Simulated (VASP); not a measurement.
**VASP 6.6.1 run: ZnSe**

INCAR

```
SIGMA = 0.02
NELM = 87
IBRION = -1
LREAL = .FALSE.
PREC = Accurate
ISMEAR = -1
LCHARG = .FALSE.
LWAVE = .FALSE.
NBANDS = 7
ISIF = 2
NSW = 0
EDIFF = 1E-7
LASPH = .TRUE.
ENCUT = 520
GGA = PE
```

KPOINTS

```
KPOINTS created by Atomic Simulation Environment
0
Gamma
8 8 8
0 0 0
```

POSCAR

```
Zn Se
 1.0000000000000000
    -0.0000000000000000    2.8324206848428668    2.8324206848428668
     2.8324206848428668    0.0000000000000000    2.8324206848428668
     2.8324206848428668    2.8324206848428668    0.0000000000000000
 Zn  Se
   1   1
Cartesian
  0.0000000000000000  0.0000000000000000 -0.0000000000000000
  1.4162103424214334  1.4162103424214334  1.4162103424214334
```

The recommended PBE PAW datasets give the neutral cell 18 valence electrons.

Command

```
mpirun -np 1 vasp_std
```

Standard output (part)

```
POSCAR found type information on POSCAR ZnSe
 POSCAR found :  2 types and       2 ions
 LDA part: xc-table for (Slater+PW92), standard interpolation
|     EEEEEEE  RRRRRR   RRRRRR   OOOOOOO  RRRRRR      ###     ###     ###     |
|     E        R     R  R     R  O     O  R     R     ###     ###     ###     |
|     E        R     R  R     R  O     O  R     R     ###     ###     ###     |
|     EEEEE    RRRRRR   RRRRRR   O     O  RRRRRR       #       #       #      |
|     E        R    R   R    R   O     O  R    R      ###     ###     ###     |
|     EEEEEEE  R     R  R     R  OOOOOOO  R     R     ###     ###     ###     |
|     The number of bands is not sufficient to hold all electrons. I am       |
|     sorry, but this calculation does not make sense. If you want to         |
|     calculate only selected states, you need to set either EFERMI or        |
|     EREF. EREF specifies around which energy states are supposed to be      |
|     calculated.                                                             |
|     I found NBANDS = 7, NELECT = 18.                                        |
|       ---->  I REFUSE TO CONTINUE WITH THIS SICK JOB ... BYE!!! <----       |
```

VASP stopped before the first electronic step.

The fault: too few bands.

The run took about 1 s on one core of a shared host (Intel Xeon Platinum 8488C).
